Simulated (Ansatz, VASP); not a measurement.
## One calculation of AlN, two programs

File INCAR:

```
SYSTEM = AlN
PREC = Accurate
ENCUT = 520
EDIFF = 1E-6
ISMEAR = 0
SIGMA = 0.05
LREAL = .False.
LASPH = .True.
NELM = 80
ALGO = Normal
ISIF = 2
LWAVE = .False.
LCHARG = .True.
GGA = PE
LELF = .True.
LVHAR = .True.
NBANDS = 16
```

Contents of KPOINTS:

```
Automatic mesh
0
Gamma
  8 8 6
  0 0 0
```

The input POSCAR:

```
AlN
1.0
    0.0000000000     -1.9844337052     -1.9844337052
    0.0000000000      1.9844337052     -1.9844337052
    3.9688674103      0.0000000000      0.0000000000
Al N
2 2
Direct
    0.5115952475      0.4884047525      0.0000000000
   -0.0115952475      0.0115952475      0.5000000000
    0.4957933423      0.5042066577      0.5000000000
    0.0042066577      0.9957933423      0.0000000000
```

Input for Ansatz:

```yaml
crystal:
  lattice:
    - [0.0, -1.9844337052, -1.9844337052]
    - [0.0, 1.9844337052, -1.9844337052]
    - [3.9688674103, 0.0, 0.0]
  atoms:
    - { symbol: Al, position: [0.5115952475, 0.4884047525, 0.0] }
    - { symbol: Al, position: [-0.0115952475, 0.0115952475, 0.5] }
    - { symbol: "N", position: [0.4957933423, 0.5042066577, 0.5] }
    - { symbol: "N", position: [0.0042066577, 0.9957933423, 0.0] }
basis:
  ecutwfc: 520.0
kpoints:
  mp_grid: { grid: [8, 8, 6] }
hamiltonian:
  xc: pbe
  pseudopotentials: { kind: paw }
scf:
  occupations: { method: gaussian, width: 0.05 }
output:
  forces: true
  stress: true
  eigenvalues: true
```

Change from the starting cell: mode 4 frozen in at -0.047 Å, equal normal strain along x, y and z -0.0250.

Alike in both runs: task single point; functional PBE; k mesh 8 × 8 × 6; occupations gaussian, width 0.05 eV; no spin polarisation.

|  | VASP | Ansatz |
| --- | --- | --- |
| version | VASP 6.6.1 | Ansatz 0.2.0 |
| potentials or method | VASP PAW PBE potentials, release 64 (Al, N) | scalar-relativistic, plane waves, PAW |
| plane-wave cutoff (eV) | 520 | 520 |
| valence electrons in the cell | 16 | 16 |

Ansatz gave:

| Item | Value |
| --- | --- |
| gap on the k mesh at the Fermi level (eV) | 5.17 |
| least direct gap on the mesh (eV) | 5.18 |
| pressure (GPa) | 22.5 |
| largest component of the traceless stress (GPa) | 0.40 |
| rms of the force components (eV/Å) | 0.243 |

Estimate VASP's values.

gap on the k mesh at the Fermi level (eV): 5.14; least direct gap on the mesh (eV): 5.16; pressure (GPa): 22.1; largest component of the traceless stress (GPa): 0.41; rms of the force components (eV/Å): 0.243.

Atom by atom the forces differ by 0.000 eV/Å (rms over components).

Caveats: so large a pressure means that the cell lies far from this level's equilibrium, or that cutoff or potentials fall short (VASP). A k mesh can miss the band edges.
